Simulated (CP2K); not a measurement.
Runs of CP2K 2026.2 on Pd. It takes space group Im-3m (No. 229, cubic). Conventional cell: a = 3.145 Å, b = 3.145 Å, c = 3.145 Å, α = 90.00°, β = 90.00°, γ = 90.00°. Pd (site symmetry m-3m) has 8 Pd at 2.72 Å as nearest neighbours. This isn't the form of Pd at room conditions, which is fcc.

| task | level | potentials or basis | smearing | EPS_DEFAULT | NGRIDS | basis sets | potentials | CUTOFF of the grids | gap on the mesh (eV) | pressure (GPa) | V0 of scaled cells (Å³/atom) | B0 (GPa) |
| --- | --- | --- | --- | --- | --- | --- | --- | --- | --- | --- | --- | --- |
| equation of state | r2SCAN | POTENTIAL_UZH Pd GTH-SCAN-q18; TZVP-MOLOPT-SCAN-GTH basis | fermi-dirac 0.01 eV | 1.0E-10 | 5 | Pd TZVP-MOLOPT-SCAN-GTH-q18 | Pd GTH-SCAN-q18 of POTENTIAL_UZH | 675 Ry | - | - | 15.53 | 177 |
| equation of state | r2SCAN | POTENTIAL_UZH Pd GTH-SCAN-q18; TZVP-MOLOPT-SCAN-GTH basis | fermi-dirac 0.0259 eV | 1.0E-9 | 4 | Pd TZVP-MOLOPT-SCAN-GTH-q18 | Pd GTH-SCAN-q18 of POTENTIAL_UZH | 675 Ry | - | - | 15.52 | 177 |
| band structure | r2SCAN | POTENTIAL_UZH Pd GTH-SCAN-q18; TZVP-MOLOPT-SCAN-GTH basis | fermi-dirac 0.01 eV | 1.0E-10 | 5 | Pd TZVP-MOLOPT-SCAN-GTH-q18 | Pd GTH-SCAN-q18 of POTENTIAL_UZH | 675 Ry | none | -0.2 | - | - |
| band structure | LDA | GTH_POTENTIALS Pd GTH-PADE-q18; TZVP-MOLOPT-PBE-GTH basis | fermi-dirac 0.1 eV | 1.0E-10 | 4 | Pd TZVP-MOLOPT-PBE-GTH-q18 | Pd GTH-PADE-q18 of GTH_POTENTIALS | 500 Ry | none | (a) | - | - |

Alike in all rows: no spin polarisation; cell as given; k mesh 12 × 12 × 12.

Question: Estimate the missing entries.

Answer: (a) -18.6.

Caveats: the basis of atomic orbitals isn't converged, which shifts pressures, moduli and gaps; so large a pressure means that the cell lies far from this level's equilibrium, or that cutoff or potentials fall short (some runs).

A k mesh can miss the band edges, and the runs leave out spin-orbit coupling on Pd.

A gap of «none» marks a metal or a gap under the smearing width.

Not every run made on this cell is shown here.
